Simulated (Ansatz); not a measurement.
# BAs: pressure and energy above lowest point against volume scale

Free energy against uniform scaling of the volume at fixed shape and fractions; periodic cell, basis, potentials, k mesh and filling as listed. The results are calculated, by Ansatz 0.2.0.

The cell before it is scaled or strained (space group F-43m, No. 216):
```
cell vectors (Å)
   0.0000     2.3885     2.3885
   2.3885     0.0000     2.3885
   2.3885     2.3885     0.0000
atoms (fractions of the cell vectors)
B   0.00000  0.00000  0.00000
As  0.25000  0.25000  0.25000
```

Settings of every row: functional PBEsol; dispersion none; potentials PAW; wave cutoff 450 eV; density cutoff 1800 eV; k mesh 6x6x6; k shift 0x0x0; occupations fixed; smearing width 0 eV; spin none.

| row | volume scale | V (Å³/atom) | pressure (GPa) | energy above lowest point (meV/atom) |
| --- | --- | --- | --- | --- |
| 1 | 0.92 | 12.536 | 12.83 | 37.9 |
| 2 | 0.9467 | 12.9 | 7.67 | 14.8 |
| 3 | 0.9733 | 13.262 | 3.17 | 2.6 |
| 4 | 1 | 13.626 | -0.76 | 0 |
| 5 | 1.0267 | 13.99 | -4.19 | 5.7 |
| 6 | 1.0533 | 14.353 | ? | ? |
| 7 | 1.08 | 14.716 | -9.79 | 38 |

Question: what pressure and energy above lowest point should row 6 give?

Worked fit of pressure. Take u = (V_r/V)^(2/3) − 1 with V_r = 13.444 Å³ an atom, which is twice the finite (Eulerian) strain; such expansions in the strain, on which the Birch-Murnaghan equation of state is built, carry the rest volume and the bulk modulus. The shown rows have u = 0.04772, 0.02792, 0.00913, -0.00892, -0.02619, -0.05849. Least squares give pressure = 1.145 + 218.7 × u + 545 × u² GPa; a straight line predicts inner rows, each left out in turn, worse (root mean square 0.6 against 0.019 GPa). The rows lie off it by 0.01, -0.01, -0.02, 0.00, 0.02, -0.01. The pressure vanishes at u = -0.0053, or V = 13.55 Å³ an atom, and there the bulk modulus at fixed shape and fractions is B = −V dP/dV = (2/3)(1 + u) dP/du = 141 GPa. The withheld row has u = -0.04268, so the fit gives 1.145 + 218.7 × (-0.04268) + 545 × (-0.04268)² = -7.20 GPa.

The calculation gave -7.18 GPa. The fit lies 0.02 GPa (0.088 % of the column's range) below it; its largest miss of a shown row is 0.02 GPa.

Worked fit of energy above lowest point. Take u = (V_r/V)^(2/3) − 1 with V_r = 13.444 Å³ an atom, which is twice the finite (Eulerian) strain; such expansions in the strain, on which the Birch-Murnaghan equation of state is built, carry the rest volume and the bulk modulus. The shown rows have u = 0.04772, 0.02792, 0.00913, -0.00892, -0.02619, -0.05849. Least squares give energy above lowest point = 0.2 + 144.7 × u + 13525 × u² meV/atom; a straight line predicts inner rows, each left out in turn, worse (root mean square 15 against 0.04 meV/atom). All shown rows lie on it to the printed digit. Its lowest point lies at u = -0.0053, or V = 13.55 Å³ an atom, and the curvature there gives the bulk modulus at fixed shape and fractions, B = (4/9)(1 + u)² E″(u)/V = 141 GPa. The withheld row has u = -0.04268, so the fit gives 0.2 + 144.7 × (-0.04268) + 13525 × (-0.04268)² = 18.7 meV/atom.

The calculation gave 18.7 meV/atom. The fit meets it to the printed digit.
